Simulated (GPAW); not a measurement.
Runs of GPAW 26.7.0 on Te. Symmetry: P3_121, No. 152, trigonal system. Conventional cell: a = 4.454 Å, b = 4.454 Å, c = 5.924 Å, α = 90.00°, β = 90.00°, γ = 120.00°. Te (site symmetry 2) has 2 Te at 2.86 Å as nearest neighbours. 

```csv
task,level,potentials or basis,spin,cell,k mesh,eigensolver,band path,band points,spin axis theta (degrees),spin axis phi (degrees),gap on the mesh (eV),pressure (GPa),largest force (eV/Å)
single point,TB-mBJ,"GPAW PAW data sets for LDA (gpaw-data 1.2.1), pw",off,as given,6 × 6 × 4,-,-,-,-,-,0.39,-,-
band structure,TPSS,"GPAW PAW data sets (gpaw-data 1.2.1), pw","SOC, no magnetisation",as given,5 × 5 × 3,davidson,"GMKGALHA,LM,KH",60,90,45,-,0.6,-
band structure,LDA,"the program's PAW data sets (release 1.2.1) made for this functional, other valence, pw",off,as given,5 × 5 × 3,-,"GMKGALHA,LM,KH",80,-,-,-,-4.4,0.02
relaxation of cell and atoms,r2SCAN+D3(BJ),"GPAW PAW data sets (gpaw-data 1.2.1), pw",off,relaxed,5 × 5 × 3,-,-,-,-,-,(a),0.0,0.02
```

Alike in all rows: cutoff (eV) 600; smearing fermi-dirac 0.05 eV.

Q: Fill in the values left out.

A: (a) 1.10.

Caveats: the PAW data sets were made with another functional, which shifts forces and pressure a little (some runs); spin-orbit coupling is left out, which moves the levels of the heavy elements (some runs); a model potential gives levels but no total energy (some runs); spin-orbit coupling was added after a scalar SCF, so levels and gaps hold it while energy, forces, pressure and moments don't (some runs); this program's spin-orbit splittings come out too wide for heavy elements (some runs); later steps reuse the first step's grids (some runs); an odd mesh through Γ misses points on the zone boundary, where band edges often lie (some runs).

A k mesh can miss the band edges, and rows without SOC leave out spin-orbit coupling on Te.

The runs don't all hold the same shells in valence.
